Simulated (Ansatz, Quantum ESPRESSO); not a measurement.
Given: the input of a run of Ansatz 0.2.0 on Au. The given cell was strained at random by a few per cent at fixed volume. This isn't the form of Au at room conditions, which is fcc.

Contents of input.yaml:

```yaml
crystal:
  lattice:
    - [2.807319, -0.043347, -0.000852]
    - [-0.043347, 2.663496, -0.024098]
    - [-0.000852, -0.024098, 2.777436]
  atoms:
    - { symbol: Au, position: [0.489422, 0.483415, 0.489852] }
hamiltonian:
  xc: pbe
  pseudopotentials: { kind: paw }
kpoints:
  mp_grid: { grid: [10, 10, 10] }
scf:
  occupations: { method: fermi_dirac, width: 0.05 }
output:
  forces: true
  stress: true
  eigenvalues: true
```

Potentials or basis: Ansatz PAW.

Run with:

```console
$ ansatz run input.yaml --threads 1 --pin off --max-ram 3584MiB --backend cpu --events-out ev --progress --plain --runs-dir out
```

Task: What does the same run look like in Quantum ESPRESSO 7.5? Potentials or basis there: SSSP 1.3 efficiency PBE, cutoff 816 eV.

Result: As run (cutoffs and basis follow the program's own potentials, and thresholds, step limits or extra output files can differ):

The input pw.in:

```
&CONTROL
  calculation = 'scf'
  prefix = 'pwscf'
  outdir = './tmp'
  pseudo_dir = './pseudo'
  tprnfor = .true.
  tstress = .true.
  disk_io = 'nowf'
/
&SYSTEM
  ibrav = 0
  nat = 1
  ntyp = 1
  ecutwfc = 60
  nbnd = 16
  occupations = 'smearing'
  smearing = 'fd'
  degauss = 0.00367493
/
&ELECTRONS
  conv_thr = 2d-10
  electron_maxstep = 120
  mixing_beta = 0.5
/
ATOMIC_SPECIES
Au   196.9666 Au_ONCV_PBE-1.0.oncvpsp.upf
CELL_PARAMETERS angstrom
   2.8073190000   -0.0433470000   -0.0008520000
  -0.0433470000    2.6634960000   -0.0240980000
  -0.0008520000   -0.0240980000    2.7774360000
ATOMIC_POSITIONS crystal
Au     0.4894220000    0.4834150000    0.4898520000
K_POINTS automatic
10 10 10 0 0 0
```

Potentials or basis: SSSP 1.3 efficiency PBE.

Launch:

```bash
$ OMP_NUM_THREADS=1 pw.x -in pw.in > pw.out
```

Both were run:

|  | Ansatz | Quantum ESPRESSO |
| --- | --- | --- |
| Pressure | 0.9 GPa | 0.3 GPa |
| Energy over the undisturbed cell | 22.0 meV/atom | 21.8 meV/atom |

Ansatz's pressure holds a Pulay term of +0.05 GPa for its cutoff of 420 eV, which the other run lacks.

Where Ansatz's input types no cutoff or centring, it takes its own default and a Γ-centred mesh.

Pressure is positive in compression.
